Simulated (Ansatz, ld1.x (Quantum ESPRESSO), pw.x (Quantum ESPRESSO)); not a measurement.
**B (Z = 5): does the TM potential hold in the solid?**

```
Element                 : boron
Generator               : ld1.x (Quantum ESPRESSO) 7.5
Type                    : norm-conserving Troullier–Martins (Kleinman–Bylander form)
Functional              : PBE
Relativity              : scalar-relativistic
Frozen core             : [He]
Valence charge          : 3
Reference configuration : 2s2 2p0 (charge +1)
Partial waves           : 2s (bound): rc 1.50 bohr; 2p (bound, empty): rc 1.85 bohr; 3d channel at 0.45 Ry: rc 1.65 bohr
Local potential         : all-electron potential smoothed inside 1.85 bohr (lloc = -2)
Core correction         : none
```

Crystal test: diamond B in pw.x 7.5, no spin, 11³ k-points, Fermi–Dirac smearing 0.01 Ry, cutoffs 60/240 Ry. The reference is all-electron LAPW (Ansatz 0.2.0) with the same functional, mesh and smearing; V0 and B0 come from Birch–Murnaghan fits to the pressures at five volumes. Errors are pseudo minus all-electron; Δ is the rms difference of the E(V) curves that follow from these fits, minima aligned, over ±6 % about the mean V0. Mesh and smearing are coarse, so the numbers serve the comparison and aren't converged zero-temperature values; the lattice is a test structure that the element need not adopt.

All-electron: a0 = 4.053 Å (V0 = 8.32 Å³/atom), B0 = 175.9 GPa.

Q: How far does the potential miss the all-electron equation of state?

A: mean pressure error (GPa): -2.74; a0 (Å): 4.031; a0 error (%): -0.52; B0 error (%): +0.3; Δ (meV/atom): 5.0. The largest radius (1.85 bohr) exceeds half the bond length (1.66 bohr), so the spheres overlap, which is one possible source of error among others. This is a poor potential for the solid.

| V (Å³/atom) | P all-electron (GPa) | P pseudo (GPa) |
| --- | --- | --- |
| 7.899 | 10.02 | 6.80 |
| 8.107 | 4.78 | 1.83 |
| 8.315 | 0.11 | -2.59 |
| 8.523 | -4.05 | -6.55 |
| 8.731 | -7.77 | -10.07 |

Q: At the middle volume, how do free energy and pressure move when the wave cutoff is lowered (ecutrho kept at four times it)?

A:

```tsv
cutoff (Ry)	shift of F (meV/atom)	shift of P (GPa)
27	+75.5	-5.44
36	+18.3	-0.12
48	+8.2	-0.28
```

Input at the middle volume:

```
&control
  calculation='scf', prefix='x', pseudo_dir='./', outdir='./tmp', tstress=.true., disk_io='none'
/
&system
  ibrav=0, nat=2, ntyp=1, ecutwfc=60, ecutrho=240, nbnd=10,
  occupations='smearing', smearing='fd', degauss=0.01
/
&electrons
  conv_thr=1e-09, mixing_beta=0.4, electron_maxstep=70
/
ATOMIC_SPECIES
B 1.0 B.UPF
CELL_PARAMETERS angstrom
  0.00000000 2.02591281 2.02591281
  2.02591281 0.00000000 2.02591281
  2.02591281 2.02591281 0.00000000
ATOMIC_POSITIONS crystal
B 0.0000 0.0000 0.0000
B 0.2500 0.2500 0.2500
K_POINTS automatic
11 11 11 0 0 0
```

```bash
pw.x < B.scf.in > B.scf.out
```

Lines of the output:

```
Message from routine setup:
     using ibrav=0 with symmetry is DISCOURAGED, use correct ibrav instead
     lattice parameter (alat)  =       5.4142  a.u.
     unit-cell volume          =     112.2248 (a.u.)^3
     number of electrons       =         6.00
     number of Kohn-Sham states=           10
     kinetic-energy cutoff     =      60.0000  Ry
     charge density cutoff     =     240.0000  Ry
     scf convergence threshold =      1.0E-09
     Exchange-correlation= PBE
     number of k points=    56  Fermi-Dirac smearing, width (Ry)=  0.0100
     iteration #  1     ecut=    60.00 Ry     beta= 0.40
     total energy              =     -11.23232181 Ry
     estimated scf accuracy    <       0.00414180 Ry
     iteration #  2     ecut=    60.00 Ry     beta= 0.40
     total energy              =     -11.23522225 Ry
     estimated scf accuracy    <       0.00148402 Ry
     iteration #  3     ecut=    60.00 Ry     beta= 0.40
     total energy              =     -11.23535441 Ry
     estimated scf accuracy    <       0.00000855 Ry
     iteration #  4     ecut=    60.00 Ry     beta= 0.40
     total energy              =     -11.23535637 Ry
     estimated scf accuracy    <       0.00000004 Ry
     iteration #  5     ecut=    60.00 Ry     beta= 0.40
     total energy              =     -11.23535640 Ry
     estimated scf accuracy    <       0.00000001 Ry
     iteration #  6     ecut=    60.00 Ry     beta= 0.40
     the Fermi energy is     6.3700 ev
!    total energy              =     -11.23535640 Ry
     estimated scf accuracy    <          1.2E-10 Ry
     smearing contrib. (-TS)   =      -0.00448073 Ry
     The total energy is F=E-TS. E is the sum of the following terms:
     one-electron contribution =       5.01275655 Ry
     hartree contribution      =       0.61864852 Ry
     xc contribution           =      -4.19878567 Ry
     ewald contribution        =     -12.66349507 Ry
     convergence has been achieved in   6 iterations
          total   stress  (Ry/bohr**3)                   (kbar)     P=      -25.95
     Message from routine punch:
     Nothing written, as per user request (disk_io='none')
```

The run at the middle volume (56 k-points, 6 iterations) took about 4.8 s on one core of a shared host (Neoverse-V1, 32 threads, 247 GiB, load 10).
